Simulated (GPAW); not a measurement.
Runs of GPAW 26.7.0 on ZnS (Wurtzite-2H). It takes space group P6_3mc (No. 186, hexagonal). The conventional cell has a = 3.811 Å, b = 3.811 Å, c = 6.234 Å, α = 90.00°, β = 90.00°, γ = 120.00°. Zn (site symmetry 3m) is surrounded by 4 S at 2.31 to 2.40 Å. S (site symmetry 3m) has 4 Zn at 2.31 to 2.40 Å as nearest neighbours. 

| task | level | potentials or basis | cell | band path | band points | optimizer | fmax | max steps | gap on the mesh (eV) | pressure (GPa) | relaxed volume (Å³/atom) | largest force (eV/Å) |
| --- | --- | --- | --- | --- | --- | --- | --- | --- | --- | --- | --- | --- |
| band structure | TASK | GPAW PAW data sets (gpaw-data 1.2.1), pw | as given | GMKGALHA,LM,KH | 60 | - | - | - | 3.97 | 5.6 | - | 0.32 |
| relaxation of cell and atoms | r4SCAN | GPAW PAW data sets (gpaw-data 1.2.1), pw | relaxed | - | - | BFGS | 0.02 eV/Å | 60 | 2.78 | 0.0 | 19.34 | 0.01 |
| relaxation of cell and atoms | SCAN | GPAW PAW data sets (gpaw-data 1.2.1), pw | relaxed | - | - | BFGS | 0.01 eV/Å | 100 | 2.76 | 0.0 | 19.39 | 0.01 |
| band structure | LDA | PAW data sets generated in the run's folder for this functional, pw | as given | GMKGALHA,LM,KH | 100 | - | - | - | (a) | -4.3 | - | 0.29 |
| relaxation of cell and atoms | r2SCAN+D3(BJ) | GPAW PAW data sets (gpaw-data 1.2.1), pw | relaxed | - | - | BFGS | 0.05 eV/Å | 40 | (b) | 0.1 | 19.14 | 0.01 |
| relaxation of cell and atoms | r2SCAN | GPAW PAW data sets (gpaw-data 1.2.1), pw | relaxed | - | - | BFGS | 0.02 eV/Å | 40 | 2.82 | 0.1 | 19.45 | 0.01 |
| relaxation of cell and atoms | PBEsol+D3 | PAW data sets generated in the run's folder for this functional, pw | relaxed | - | - | BFGS | 0.05 eV/Å | 40 | 2.29 | 0.1 | 18.70 | 0.01 |
| band structure | SCAN | GPAW PAW data sets (gpaw-data 1.2.1), pw | as given | GMKGALHA,LM,KH | 60 | - | - | - | 2.75 | -0.7 | - | 0.32 |

Alike in all rows: no spin polarisation; k mesh 6 × 6 × 3; cutoff (eV) 600; smearing fermi-dirac 0.05 eV.

Estimate the missing entries.

(a) 1.99; (b) 2.90.

Caveats: the PAW data sets were made with another functional, which shifts forces and pressure a little (some runs); later steps reuse the first step's grids (some runs); an odd mesh through Γ misses points on the zone boundary, where band edges often lie (some runs).

Not every run made on this cell is shown here.
